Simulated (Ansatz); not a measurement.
## Zr, one cell by several methods

```
Zr
1.0
    -1.81000    1.81000    1.81000
     1.81000   -1.81000    1.81000
     1.81000    1.81000   -1.81000
Zr
1
Direct
  0.00000 0.00000 0.00000
```

Conventional cell: a = 3.620 Å, b = 3.620 Å, c = 3.620 Å, α = 90.00°, β = 90.00°, γ = 90.00°. Zr (atom 1) has 8 Zr at 3.14 Å as nearest neighbours.

The geometry is COD entry 9008559, unchecked; take it as a test cell.

All numbers are computed: DFT, LDA, PAW with Ansatz's default frozen-core files, scalar-relativistic (Ansatz 0.2.0); DFT, LDA, all-electron PAW with datasets made for the crystal, scalar-relativistic (Ansatz 0.2.0); DFT, LDA, all-electron LAPW, scalar-relativistic (Ansatz 0.2.0).

For PAW: a Γ-centred 16×16×16 k mesh, Fermi–Dirac smearing of 0.03 eV, cutoff 420 eV, no spin polarisation; the PAW files were made with PBE, and the program remakes their frozen cores for this functional. The crystal-made all-electron datasets (AE datasets) take a cutoff of 240 eV at this cell. LAPW targets a basis error of 0.5 meV/atom. The Ansatz runs share mesh, smearing and spin set-up. Plane-wave (PAW) pressures include the program's estimate of the Pulay term.

Stress and pressure are positive in compression.

Levels count from the Fermi level.

```
                      quantity     PAW  AE datasets    LAPW
                pressure (GPa)   -9.56        -9.53   -9.53
highest filled level at P (eV)  -0.521       -0.520  -0.520
  lowest empty level at P (eV)   4.252        4.253   4.253
highest filled level at Γ (eV)  -5.333       -5.333  -5.333
  lowest empty level at Γ (eV)   1.072        1.072   1.072
highest filled level at H (eV)  -2.453       -2.453  -2.453
  lowest empty level at H (eV)   5.507        5.510   5.510
```
